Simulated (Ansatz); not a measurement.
## Exact exchange in Bi$_{2}$Se$_{3}$: computed gaps and pressures at one geometry

```
Bi Se
1.0
     2.07479    1.19788    9.51505
    -2.07479    1.19788    9.51505
     0.00000   -2.39577    9.51505
Bi Se
2 3
Direct
  0.40074 0.40074 0.40074
  0.59926 0.59926 0.59926
  0.00000 0.00000 0.00000
  0.21076 0.21076 0.21076
  0.78924 0.78924 0.78924
```

All runs: Ansatz, plane waves and PAW, scalar-relativistic (no spin–orbit coupling), 6×6×6 k-mesh, Gaussian smearing of 0.05 eV, no spin polarisation. Semilocal reference PBE: gap 0.18 eV, pressure 2.1 GPa. The hybrids carry no U.

Problem. Order these functionals by the gap that they give, smallest first.
A. HSE06
B. PBE0-type hybrid with an exact-exchange fraction of 0.05
C. HISS
D. HSE06-type hybrid with a screening parameter of 0.3 Å⁻¹

Solution. B (0.34 eV), D (0.49 eV), A (0.60 eV), C (0.77 eV).

Problem. What are the full results?

Solution. 
| functional | gap | pressure (GPa) | cutoff (eV) | core-seconds |
| --- | --- | --- | --- | --- |
| PBE0-type hybrid with an exact-exchange fraction of 0.05 | 0.34 eV | 1.7 | 420 | 630 |
| HSE06-type hybrid with a screening parameter of 0.3 Å⁻¹ | 0.49 eV | 0.3 | 420 | 910 |
| HSE06 | 0.60 eV | 0.1 | 420 | 730 |
| HISS | 0.77 eV | -0.7 | 420 | 1000 |

In the PBE0 form, going from an exact-exchange fraction of 0.00 to 0.05 opens the gap by 0.16 eV, or 0.32 eV for each tenth. On shared hosts the hybrid runs at the reference's cutoff took roughly 27 to 44 times the core time of the semilocal one on the same mesh, with some more bands. Measured gap: 0.35 eV (300 K; a printed reference work (data compilation)).

Caveats: core times come from shared hosts and scatter; gaps are read on a coarse mesh; spin–orbit coupling, left out, matters for gaps this small, and the order of the bands may change along the rows; stress loosely converged.

The gap widens from PBE through the hybrids to HISS because nonlocal exchange lowers the occupied, mainly Se p states relative to the empty, mainly Bi p states. The two HSE-type rows isolate the role of range: cutting the exchange off at shorter distance reduces the gap from 0.60 to 0.49 eV.

The near match between 0.34 eV and the measured 0.35 eV doesn't single out the hybrid with little exact exchange. In the real material, spin-orbit coupling drives Bi and Se p states of opposite parity past each other at the zone centre, so the measured gap belongs to an inverted band structure. A wider scalar-relativistic gap works against that inversion and can even leave a smaller final gap.

The pressure falls along the same sequence, which suggests that exact exchange favours a smaller cell, probably through a more compact valence density. As an average over directions, however, it can't show whether the covalent layers or the weakly bound gaps between them would contract.
